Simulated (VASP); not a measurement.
# TePb (Pm-3m) in VASP: single point with PBE

Aim: the single point of TePb with PBE.

All numbers are computed with VASP 6.6.1; they aren't measurements. Logs are shortened: lines on timing, memory, paths and dates and some standing lists are left out, and cuts for length are marked.

## Step 1: The structure

It takes space group Pm-3m (No. 221, cubic). Conventional cell: a = 4.002 Å, b = 4.002 Å, c = 4.002 Å, α = 90.00°, β = 90.00°, γ = 90.00°. Pb (site symmetry m-3m) is surrounded by 8 Te at 3.47 Å. Te (site symmetry m-3m) is surrounded by 8 Pb at 3.47 Å.

Measurements of this composition are mostly on another form, of space group No. 225.

## Step 2: Single point, PBE

File INCAR:

```
SYSTEM = TePb
  PREC = Accurate
  ENCUT = 450
  EDIFF = 1E-7
  ISMEAR = 0
  SIGMA = 0.02
  LREAL = .False.
  LASPH = .True.
  NELM = 60
  ALGO = Normal
  ISIF = 2
  LWAVE = .False.
  LCHARG = .True.
  GGA = PE
  LELF = .True.
  LVHAR = .True.
```

File KPOINTS:

```
Automatic mesh
0
Gamma
  4 4 4
  0 0 0
```

File POSCAR:

```
TePb
1.0
    4.0022870000      0.0000000000      0.0000000000
    0.0000000000      4.0022870000      0.0000000000
    0.0000000000      0.0000000000      4.0022870000
Pb Te
1 1
Direct
    0.0000000000      0.0000000000      0.0000000000
    0.5000000000      0.5000000000      0.5000000000
```

Potentials or basis: VASP PAW PBE potentials, release 64 (Pb_d_GW, Te_GW).

The run is started by

```bash
$ cat potpaw_PBE.64/Pb_d_GW/POTCAR potpaw_PBE.64/Te_GW/POTCAR > POTCAR
$ mpirun -np 1 vasp_std > vasp.out
```

OUTCAR:

```text
SYSTEM = TePb
   PREC = Accurate
   ENCUT = 450
   EDIFF = 1E-7
   ISMEAR = 0
   LREAL = .False.
   LASPH = .True.
   NELM = 60
   ISIF = 2
   GGA = PE

 ion  position               nearest neighbor table
   1  0.000  0.000  0.000-
   2  0.500  0.500  0.500-

  LATTYP: Found a simple cubic cell.
 ALAT       =     4.0022870000

  Lattice vectors:

 A1 = (   4.0022870000,   0.0000000000,   0.0000000000)
 A2 = (   0.0000000000,   4.0022870000,   0.0000000000)
 A3 = (   0.0000000000,   0.0000000000,   4.0022870000)

Analysis of symmetry for initial positions (statically):
=====================================================================
 Subroutine PRICEL returns:
 Original cell was already a primitive cell.

 Routine SETGRP: Setting up the symmetry group for a
 simple cubic supercell.

 Subroutine GETGRP returns: Found 48 space group operations
 (whereof 48 operations were pure point group operations)
 out of a pool of 48 trial point group operations.

The static configuration has the point symmetry O_h .

Analysis of symmetry for dynamics (positions and initial velocities):
=====================================================================
 Subroutine PRICEL returns:
 Original cell was already a primitive cell.

 Routine SETGRP: Setting up the symmetry group for a
 simple cubic supercell.

 Subroutine GETGRP returns: Found 48 space group operations
 (whereof 48 operations were pure point group operations)
 out of a pool of 48 trial point group operations.

The dynamic configuration has the point symmetry O_h .

 Subroutine INISYM returns: Found 48 space group operations
 (whereof 48 operations are pure point group operations),
 and found     1 'primitive' translations

----------------------------------------------------------------------------------------

                                     Primitive cell

  volume of cell :      64.1098

  direct lattice vectors                    reciprocal lattice vectors
     4.002287000  0.000000000  0.000000000     0.249857144  0.000000000  0.000000000
     0.000000000  4.002287000  0.000000000     0.000000000  0.249857144  0.000000000
     0.000000000  0.000000000  4.002287000     0.000000000  0.000000000  0.249857144

  length of vectors
     4.002287000  4.002287000  4.002287000     0.249857144  0.249857144  0.249857144

  position of ions in fractional coordinates (direct lattice)
     0.000000000  0.000000000  0.000000000
     0.500000000  0.500000000  0.500000000

  ion indices of the primitive-cell ions
[... 71 lines left out ...]
   NELECT =      22.0000    total number of electrons
   NUPDOWN=      -1.0000    fix difference up-down
   EMIN   =  10.00;   EMAX   =-10.00  energy-range for DOS
   EFERMI =   0.00;   METHOD = LEGACY
   ISMEAR =     0;   SIGMA  =   0.02  broadening in eV -4-tet -1-fermi 0-gaus
   EFERMI_NEDOS =   21; number of points for ismear=-14 and -15
   IALGO  =     38    algorithm
   IMIX   =      4    mixing-type and parameters
     AMIX     =   0.40;   BMIX     =  1.00
     AMIX_MAG =   1.60;   BMIX_MAG =  1.00
  volume/ion in A,a.u.               =      32.05       216.32
  Fermi-wavevector in a.u.,A,eV,Ry     =   1.146148  2.165906 17.873375  1.313656
  Thomas-Fermi vector in A             =   2.282834
   LORBIT       =      0    0 simple, 1 ext, 2 COOP (PROOUT), +10 PAW based schemes
   GGA     = PE    functional components
   LHFCALC =     F    Hartree Fock is set to
   AEXX    =    0.0000 exact exchange contribution
   IVDW    =     0    specifies the selected vdW correction
   LEPSILON=     F    determine dielectric tensor
   LRPA    =     F    only Hartree local field effects (RPA)
 non-spin polarized calculation
 Gauss-broadening in eV      SIGMA  =   0.02
  energy-cutoff  :      450.00
  volume of cell :       64.11
 maximum number of plane-waves:      1406
 NGX is ok and might be reduce to    28
   NGX = 13   NGY = 13   NGZ = 13

 number of electron      22.0000010 magnetization

 Free energy of the ion-electron system (eV)
  ---------------------------------------------------
  ext. energy  EPLUGINS =         0.00000000
  ---------------------------------------------------
  free energy    TOTEN  =        -6.93324780 eV

  energy without entropy =       -6.93175547  energy(sigma->0) =       -6.93250163

 E-fermi :   4.8493     XC(G=0):  -9.7305

 val. band max:        4.8288607505   @ k =   0.5000   0.2500   0.0000
 cond. band min:       4.8697064314   @ k =   0.5000   0.2500   0.2500
 fundamental gap:      0.0408456808
 Fermi energy:         4.8492816463

 k-point     1 :       0.0000    0.0000    0.0000
  band No.  band energies     occupation
      1    -135.1610      2.00000
      2     -12.4911      2.00000
      3     -12.4911      2.00000
      4     -12.4052      2.00000
      5     -12.4052      2.00000
      6     -12.4052      2.00000
      7      -7.3945      2.00000
      8      -2.0676      2.00000
      9       3.1977      2.00000
     10       3.1977      2.00000
     11       3.1977      2.00000
     12       8.7642      0.00000
     13       8.7642      0.00000
     14       9.9514      0.00000
[... 149 lines left out ...]
      2     -12.4581      2.00000
      3     -12.4581      2.00000
      4     -12.4581      2.00000
      5     -12.3789      2.00000
      6     -12.3789      2.00000
      7      -4.8822      2.00000
      8      -2.5321      2.00000
      9       2.3176      2.00000
     10       2.3176      2.00000
     11       2.3176      2.00000
     12       3.6503      2.00000
     13       3.6503      2.00000
     14       3.6503      2.00000
     15      18.3181      0.00000

------------------------ aborting loop because EDIFF is reached ----------------------------------------

  FORCE on cell =-STRESS in cart. coord.  units (eV):
  Direction    XX          YY          ZZ          XY          YZ          ZX
  --------------------------------------------------------------------------------------
  -------------------------------------------------------------------------------------
  Total        0.2303291      0.2303291      0.2303291     -0.0000000     -0.0000000      0.0000000
  in kB        5.7561848      5.7561848      5.7561848     -0.0000000     -0.0000000      0.0000000
  external PRESSURE =       5.7561848 kB  Pullay stress =       0.0000000 kB

 VOLUME and BASIS-vectors are now :
 -----------------------------------------------------------------------------
  energy-cutoff  :      450.00
  volume of cell :       64.11
      direct lattice vectors                 reciprocal lattice vectors
     4.002287000  0.000000000  0.000000000     0.249857144  0.000000000  0.000000000
     0.000000000  4.002287000  0.000000000     0.000000000  0.249857144  0.000000000
     0.000000000  0.000000000  4.002287000     0.000000000  0.000000000  0.249857144

 POSITION                                       TOTAL-FORCE (eV/Angst)
 -----------------------------------------------------------------------------------
      0.00000      0.00000      0.00000         0.000000      0.000000      0.000000
      2.00114      2.00114      2.00114         0.000000      0.000000      0.000000
 -----------------------------------------------------------------------------------
    total drift:                               -0.000000      0.000000     -0.000000

  FREE ENERGIE OF THE ION-ELECTRON SYSTEM (eV)
  ---------------------------------------------------
  free  energy   TOTEN  =        -6.9332477973 eV

  energy  without entropy=       -6.9317554702  energy(sigma->0) =       -6.93250163
```

OSZICAR:

```text
N       E                     dE             d eps       ncg     rms          rms(c)
DAV:   1     0.168044002021E+03    0.16804E+03   -0.97398E+03   343   0.184E+03
DAV:   2    -0.670764326743E+00   -0.16871E+03   -0.16608E+03   401   0.452E+02
DAV:   3    -0.707211330502E+01   -0.64013E+01   -0.63154E+01   450   0.830E+01
[... 13 lines left out ...]
DAV:  17    -0.693325137577E+01    0.69064E-05   -0.52801E-05   410   0.355E-02    0.113E-02
DAV:  18    -0.693324910708E+01    0.22687E-05   -0.17496E-05   440   0.241E-02    0.707E-03
DAV:  19    -0.693324801973E+01    0.10874E-05   -0.45206E-06   433   0.105E-02    0.247E-03
DAV:  20    -0.693324785550E+01    0.16423E-06   -0.83149E-07   338   0.526E-03    0.162E-03
DAV:  21    -0.693324779731E+01    0.58187E-07   -0.19352E-07   185   0.314E-03
   1 F= -.69332478E+01 E0= -.69325016E+01  d E =-.149233E-02
```

stdout:

```text
POSCAR found type information on POSCAR PbTe
 POSCAR found :  2 types and       2 ions
 scaLAPACK will be used
 LDA part: xc-table for (Slater+PW92), standard interpolation
 POSCAR, INCAR and KPOINTS ok, starting setup
 FFT: planning ... GRIDC
 FFT: planning ... GRID_SOFT
 FFT: planning ... GRID
 WAVECAR not read
 entering main loop
```

Wall time 13 s (1 thread of Intel Xeon Platinum 8488C (Sapphire Rapids), shared host); peak memory 0.16 GiB.

What came out:

* Free energy: -6.9332 eV
* Pressure: 0.6 GPa
* Band gap on the k mesh: none (metal or under the smearing width)

Caveat: the k mesh is coarse (spacing up to 0.39 Å⁻¹), so the values aren't converged. The run has no spin-orbit coupling, so splittings on Pb, Te are missing.

## Step 3: The reference run

An earlier run on the cell as given: functional PBE; potentials or basis VASP PAW PBE potentials, release 64 (Pb_d, Te); cutoff 520 eV; k mesh 7 × 7 × 7; occupations fermi-dirac, width 0.05 eV; no spin polarisation.

- Pressure: 0.0 GPa
- Band gap on the k mesh: none (metal or under the smearing width)
